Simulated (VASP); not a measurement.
# I (C2/m) in VASP: equation of state

How stiff is I in PBE, and what volume does it want? The cell is scaled to several volumes.

Everything below comes from runs of VASP 6.6.1. Logs are shortened: lines on timing, memory, paths and dates and some standing lists are left out, and cuts for length are marked.

## 1. The crystal as given

It takes space group C2/m (No. 12, monoclinic). The conventional cell has a = 5.077 Å, b = 7.413 Å, c = 2.880 Å, α = 90.00°, β = 124.24°, γ = 90.00°. I (site symmetry 2/m) has 2 I at 2.88 Å as nearest neighbours.

## 2. Equation of state, PBE, 42.12 Å³/atom (volume scaled by 0.94)

INCAR

```
ALGO = Normal
EDIFF = 1E-7
ENCUT = 520
GGA = PE
ISIF = 2
ISMEAR = -1
LASPH = True
LCHARG = False
LREAL = False
LWAVE = False
NBANDS = 10
NELM = 60
PREC = Accurate
SIGMA = 0.05
```

KPOINTS

```
k-points
0
Gamma
  7 7 11
```

POSCAR

```
I
1.0
    2.4865290481     -3.6309582980      0.0000000000
    2.4865290481      3.6309582980      0.0000000000
   -1.5877864743      0.0000000000      2.3324903252
I
1
Direct
    0.5000000000      0.5000000000      0.5000000000
```

Potentials or basis: VASP PAW PBE potentials, release 64 (I).

Run with:

```sh
> cat potpaw_PBE.64/I/POTCAR > POTCAR
> mpirun -np 1 vasp_std > vasp.out
```

OUTCAR:

```text
EDIFF = 1E-7
   ENCUT = 520
   GGA = PE
   ISIF = 2
   ISMEAR = -1
   LASPH = True
   LREAL = False
   NELM = 60
   PREC = Accurate

 ion  position               nearest neighbor table
   1  0.500  0.500  0.500-

  LATTYP: Found a base centered monoclinic cell.
 ALAT       =     4.9730580962
 B/A-ratio  =     1.4602517114
 C/A-ratio  =     0.5673826054
 COS(beta)  =    -0.5627202554

  Lattice vectors:

 A1 = (   2.4865290481,  -3.6309582980,   0.0000000000)
 A2 = (   2.4865290481,   3.6309582980,   0.0000000000)
 A3 = (  -1.5877864743,   0.0000000000,   2.3324903252)

Analysis of symmetry for initial positions (statically):
=====================================================================
 Subroutine PRICEL returns:
 Original cell was already a primitive cell.

 Routine SETGRP: Setting up the symmetry group for a
 base centered monoclinic supercell.

 Subroutine GETGRP returns: Found  4 space group operations
 (whereof  4 operations were pure point group operations)
 out of a pool of  4 trial point group operations.

The static configuration has the point symmetry C_2h.

Analysis of symmetry for dynamics (positions and initial velocities):
=====================================================================
 Subroutine PRICEL returns:
 Original cell was already a primitive cell.

 Routine SETGRP: Setting up the symmetry group for a
 base centered monoclinic supercell.

 Subroutine GETGRP returns: Found  4 space group operations
 (whereof  4 operations were pure point group operations)
 out of a pool of  4 trial point group operations.

The dynamic configuration has the point symmetry C_2h.

 Subroutine INISYM returns: Found  4 space group operations
 (whereof  4 operations are pure point group operations),
 and found     1 'primitive' translations

----------------------------------------------------------------------------------------

                                     Primitive cell

  volume of cell :      42.1177

  direct lattice vectors                    reciprocal lattice vectors
     2.486529048 -3.630958298  0.000000000     0.201083515 -0.137704694  0.136882748
     2.486529048  3.630958298  0.000000000     0.201083515  0.137704694  0.136882748
    -1.587786474  0.000000000  2.332490325     0.000000000  0.000000000  0.428726323

  length of vectors
     4.400759579  4.400759579  2.821626659     0.279524684  0.279524684  0.428726323

  position of ions in fractional coordinates (direct lattice)
     0.500000000  0.500000000  0.500000000

  ion indices of the primitive-cell ions
   primitive index   ion index
                 1           1

----------------------------------------------------------------------------------------

 KPOINTS: k-points

Automatic generation of k-mesh.
 Grid dimensions read from file:
 generate k-points for:    7    7   11

 Generating k-lattice:

  Cartesian coordinates                     Fractional coordinates (reciprocal lattice)
     0.028726216 -0.019672099  0.019554678     0.142857143  0.000000000  0.000000000
     0.028726216  0.019672099  0.019554678     0.000000000  0.142857143  0.000000000
     0.000000000  0.000000000  0.038975120     0.000000000  0.000000000  0.090909091

  Length of vectors
     0.039932098  0.039932098  0.038975120

  Shift w.r.t. Gamma in fractional coordinates (k-lattice)
     0.000000000  0.000000000  0.000000000

 Subroutine IBZKPT returns following result:
 ===========================================

 Found    156 irreducible k-points:

 Following reciprocal coordinates:
            Coordinates               Weight
  0.000000  0.000000  0.000000      1.000000
  0.142857  0.000000  0.000000      4.000000
  0.285714  0.000000  0.000000      4.000000
  0.428571  0.000000  0.000000      4.000000
  0.142857  0.142857  0.000000      2.000000
  0.285714  0.142857  0.000000      4.000000
[... 42 lines left out ...]
 -0.428571 -0.000000  0.181818      4.000000
 -0.285714  0.000000  0.181818      4.000000
 [... further k-points ...]
   k-points           NKPTS =    156   k-points in BZ     NKDIM =    156   number of bands    NBANDS=     10
   number of dos      NEDOS =    301   number of ions     NIONS =      1
   total plane-waves  NPLWV =  31104
   dimension x,y,z NGX =    36 NGY =   36 NGZ =   24
   dimension x,y,z NGXF=    72 NGYF=   72 NGZF=   48
   ions per type =               1
   NGX,Y,Z   is equivalent  to a cutoff of  13.60, 13.60, 14.14 a.u.
   NGXF,Y,Z  is equivalent  to a cutoff of  27.20, 27.20, 28.28 a.u.
 SYSTEM =  unknown system
   PREC   = accura    normal or accurate (medium, high low for compatibility)
   ISTART =      0    job   : 0-new  1-cont  2-samecut
   ICHARG =      2    charge: 1-file 2-atom 10-const
   ISPIN  =      1    spin polarized calculation?
   LNONCOLLINEAR =      F non collinear calculations
   LSORBIT =      F    spin-orbit coupling
   LASPH  =      T    aspherical Exc in radial PAW
   ENCUT  =  520.0 eV  38.22 Ry    6.18 a.u.   8.18  8.18  5.25*2*pi/ulx,y,z
   NELM   =     60;   NELMIN=  2; NELMDL= -5     # of ELM steps
   EDIFF  = 0.1E-06   stopping-criterion for ELM
   LREAL  =      F    real-space projection
   EDIFFG = 0.1E-05   stopping-criterion for IOM
   NSW    =      0    number of steps for IOM
   IBRION =     -1    ionic relax: 0-MD 1-quasi-New 2-CG
[... 8 lines left out ...]
   EMIN   =  10.00;   EMAX   =-10.00  energy-range for DOS
   EFERMI =   0.00;   METHOD = LEGACY
   ISMEAR =    -1;   SIGMA  =   0.05  broadening in eV -4-tet -1-fermi 0-gaus
   EFERMI_NEDOS =   21; number of points for ismear=-14 and -15
   IALGO  =     38    algorithm
   IMIX   =      4    mixing-type and parameters
     AMIX     =   0.40;   BMIX     =  1.00
     AMIX_MAG =   1.60;   BMIX_MAG =  1.00
  volume/ion in A,a.u.               =      42.12       284.22
  Fermi-wavevector in a.u.,A,eV,Ry     =   0.900090  1.700924 11.022925  0.810162
  Thomas-Fermi vector in A             =   2.023005
   LORBIT       =      0    0 simple, 1 ext, 2 COOP (PROOUT), +10 PAW based schemes
   GGA     = PE    functional components
   LHFCALC =     F    Hartree Fock is set to
   AEXX    =    0.0000 exact exchange contribution
   IVDW    =     0    specifies the selected vdW correction
   LEPSILON=     F    determine dielectric tensor
   LRPA    =     F    only Hartree local field effects (RPA)
 non-spin polarized calculation
  energy-cutoff  :      520.00
  volume of cell :       42.12
 maximum number of plane-waves:      1150
 NGX is ok and might be reduce to    36
   NGX = 17   NGY = 17   NGZ = 11

 number of electron       7.0000000 magnetization

 Free energy of the ion-electron system (eV)
  ---------------------------------------------------
  ext. energy  EPLUGINS =         0.00000000
  ---------------------------------------------------
  free energy    TOTEN  =        -1.36298492 eV

  energy without entropy =       -1.35952158  energy(sigma->0) =       -1.36125325

 E-fermi :   2.8658     XC(G=0):  -8.0239

 val. band max:        2.8649895800   @ k =   0.2857   0.1429   0.4545
 cond. band min:       2.9137614129   @ k =   0.4286   0.0000   0.4545
 fundamental gap:      0.0487718329
 Fermi energy:         2.8657651480

 k-point     1 :       0.0000    0.0000    0.0000
  band No.  band energies     occupation
      1     -11.1404      2.00000
      2       1.1046      2.00000
      3       1.1374      2.00000
      4       7.0214      0.00000
      5       7.1756      0.00000
      6      10.5484      0.00000
      7      10.8622      0.00000
      8      13.4628      0.00000
      9      13.8489      0.00000
     10      18.7348      0.00000

 k-point     2 :       0.1429    0.0000    0.0000
  band No.  band energies     occupation
      1     -11.0817      2.00000
      2       0.5665      2.00000
      3       0.9988      2.00000
      4       7.1789      0.00000
      5       7.7696      0.00000
      6      10.0598      0.00000
      7      11.1645      0.00000
      8      13.8472      0.00000
      9      15.0214      0.00000
     10      18.9402      0.00000

 k-point     3 :       0.2857    0.0000    0.0000
  band No.  band energies     occupation
      1     -10.9437      2.00000
      2      -0.4199      2.00000
      3       0.7644      2.00000
      4       7.1865      0.00000
      5       8.1521      0.00000
      6      10.7166      0.00000
      7      12.6529      0.00000
      8      13.8526      0.00000
      9      17.9768      0.00000
     10      19.0762      0.00000

 k-point     4 :       0.4286    0.0000    0.0000
  band No.  band energies     occupation
      1     -10.8260      2.00000
      2      -1.0668      2.00000
      3       0.5930      2.00000
      4       7.1931      0.00000
      5       7.7621      0.00000
      6      12.8250      0.00000
      7      13.8226      0.00000
      8      14.8196      0.00000
      9      17.7851      0.00000
     10      18.6589      0.00000
[... 430 lines left out ...]
 k-point    38 :      -0.1429    0.4286    0.0909
  band No.  band energies     occupation
      1     -10.6769      2.00000
      2      -0.8545      2.00000
      3       0.5579      2.00000
      4       5.7721      0.00000
      5       8.2899      0.00000
      6      12.5638      0.00000
      7      14.7212      0.00000
      8      15.3797      0.00000
      9      16.1520      0.00000
     10      17.3506      0.00000

 k-point    39 :      -0.4286   -0.4286    0.0909
  band No.  band energies     occupation
      1     -10.6495      2.00000
      2      -0.6499      2.00000
      3      -0.0332      2.00000
      4       5.6151      0.00000
      5       9.8046      0.00000
      6      11.6563      0.00000
      7      13.6374      0.00000
      8      15.6066      0.00000
      9      17.3567      0.00000
     10      17.9097      0.00000

 k-point    40 :      -0.2857   -0.4286    0.0909
  band No.  band energies     occupation
      1     -10.6355      2.00000
      2      -0.7037      2.00000
      3      -0.0451      2.00000
      4       5.7367      0.00000
      5       9.7262      0.00000
      6      11.7301      0.00000
      7      13.7518      0.00000
      8      15.6206      0.00000
      9      16.6381      0.00000
     10      17.8424      0.00000

 [... further k-points ...]
[... 5 lines left out ...]
  --------------------------------------------------------------------------------------
  -------------------------------------------------------------------------------------
  Total        0.7120944      0.3006661      1.2035103      0.0000000      0.0000000     -0.6523544
  in kB       27.0884113     11.4374814     45.7821050      0.0000000      0.0000000    -24.8158713
  external PRESSURE =      28.1026659 kB  Pullay stress =       0.0000000 kB

 VOLUME and BASIS-vectors are now :
 -----------------------------------------------------------------------------
  energy-cutoff  :      520.00
  volume of cell :       42.12
      direct lattice vectors                 reciprocal lattice vectors
     2.486529048 -3.630958298  0.000000000     0.201083515 -0.137704694  0.136882748
     2.486529048  3.630958298  0.000000000     0.201083515  0.137704694  0.136882748
    -1.587786474  0.000000000  2.332490325     0.000000000  0.000000000  0.428726323

 POSITION                                       TOTAL-FORCE (eV/Angst)
 -----------------------------------------------------------------------------------
      1.69264      0.00000      1.16625         0.000000     -0.000000      0.000000
 -----------------------------------------------------------------------------------
    total drift:                                0.000000      0.000000      0.000000

  FREE ENERGIE OF THE ION-ELECTRON SYSTEM (eV)
  ---------------------------------------------------
  free  energy   TOTEN  =        -1.3629849193 eV

  energy  without entropy=       -1.3595215759  energy(sigma->0) =       -1.36125325
```

Run time: 40 s. Hardware: 1 thread of Intel Xeon Platinum 8488C (Sapphire Rapids), shared host; peak memory 0.21 GiB.

What came out:

* Free energy: -1.3630 eV
* Pressure: 2.8 GPa
* Band gap on the k mesh: none (metal or under the smearing width)

Caveat: an odd number of electrons without spin polarisation forces a metal; a magnetic or distorted state may lie lower.

## 3. Equation of state, PBE, 43.01 Å³/atom (volume scaled by 0.96)

INCAR

```
PREC = Accurate
ENCUT = 520
EDIFF = 1E-7
ISMEAR = -1
SIGMA = 0.05
LREAL = False
LASPH = True
NELM = 60
ALGO = Normal
ISIF = 2
LWAVE = False
LCHARG = False
GGA = PE
NBANDS = 10
```

KPOINTS

```
Automatic mesh
0
Gamma
  7 7 11
```

POSCAR

```
I
1.0
    2.5040403930     -3.6565292694      0.0000000000
    2.5040403930      3.6565292694      0.0000000000
   -1.5989684376      0.0000000000      2.3489168547
I
1
Direct
    0.5000000000      0.5000000000      0.5000000000
```

Potentials or basis: VASP PAW PBE potentials, release 64 (I).

Run with:

```sh
> cat potpaw_PBE.64/I/POTCAR > POTCAR
> mpirun -np 1 vasp_std > vasp.out
```

Wall time 45 s (1 thread of Intel Xeon Platinum 8488C (Sapphire Rapids), shared host); peak memory 0.21 GiB.

It converged, with:

```yaml
Free_energy: -1.3769 eV
Pressure: 2.2 GPa
Band_gap_on_the_k_mesh: none (metal or under the smearing width)
```

Caveat: an odd number of electrons without spin polarisation forces a metal; a magnetic or distorted state may lie lower.

## 4. Equation of state, PBE, 43.91 Å³/atom (volume scaled by 0.98)

INCAR

```
SYSTEM = I
PREC = Accurate
ENCUT = 520
EDIFF = 1E-7
ISMEAR = -1
SIGMA = 0.05
LREAL = .FALSE.
LASPH = .TRUE.
NELM = 60
ALGO = Normal
ISIF = 2
LWAVE = .FALSE.
LCHARG = .FALSE.
GGA = PE
NBANDS = 10
```

KPOINTS

```
regular mesh
0
G
  7 7 11
  0 0 0
```

POSCAR

```
I
1.0
    2.5213101828     -3.6817475095      0.0000000000
    2.5213101828      3.6817475095      0.0000000000
   -1.6099961546      0.0000000000      2.3651167932
I
1
Direct
    0.5000000000      0.5000000000      0.5000000000
```

Run with:

```sh
> cat potpaw_PBE.64/I/POTCAR > POTCAR
> mpirun -np 1 vasp_std > vasp.out
```

Run time: 47 s. Hardware: 1 thread of Intel Xeon Platinum 8488C (Sapphire Rapids), shared host; peak memory 0.21 GiB.

The run converged. Its results:

| Property | Result |
| --- | --- |
| Free energy | -1.3873 eV |
| Pressure | 1.6 GPa |
| Band gap on the k mesh | none (metal or under the smearing width) |

Caveat: an odd number of electrons without spin polarisation forces a metal; a magnetic or distorted state may lie lower.

## 5. Equation of state, PBE, 45.70 Å³/atom (volume scaled by 1.02)

INCAR

```
SYSTEM = I
PREC     = Accurate       ! precision mode
ENCUT    = 520            ! plane-wave cutoff, eV
EDIFF    = 1E-7           ! SCF threshold, eV
ISMEAR   = -1             ! smearing method
SIGMA    = 0.05           ! smearing width, eV
LREAL    = .False.        ! projectors in reciprocal space
LASPH    = .True.         ! aspherical terms in the spheres
NELM     = 80             ! most SCF steps
ALGO     = Normal         ! electronic algorithm
ISIF     = 2              ! what is computed and relaxed
LWAVE    = .False.        ! write WAVECAR
LCHARG   = .False.        ! write CHGCAR
GGA      = PE             ! functional
NBANDS   = 10             ! bands
```

KPOINTS

```
regular mesh
0
Gamma
  7 7 11
  0 0 0
```

POSCAR

```
I
1.0
    2.5551573114     -3.7311728369      0.0000000000
    2.5551573114      3.7311728369      0.0000000000
   -1.6316094203      0.0000000000      2.3968671159
I
1
Direct
    0.5000000000      0.5000000000      0.5000000000
```

Run with:

```sh
> cat potpaw_PBE.64/I/POTCAR > POTCAR
> mpirun -np 1 vasp_std > vasp.out
```

Wall time 43 s (1 thread of Intel Xeon Platinum 8488C (Sapphire Rapids), shared host); peak memory 0.21 GiB.

It converged, with:

| Item | Value |
| --- | --- |
| Free energy | -1.3994 eV |
| Pressure | 0.6 GPa |
| Band gap on the k mesh | none (metal or under the smearing width) |

Caveat: an odd number of electrons without spin polarisation forces a metal; a magnetic or distorted state may lie lower.

[end of part 1 of 2]
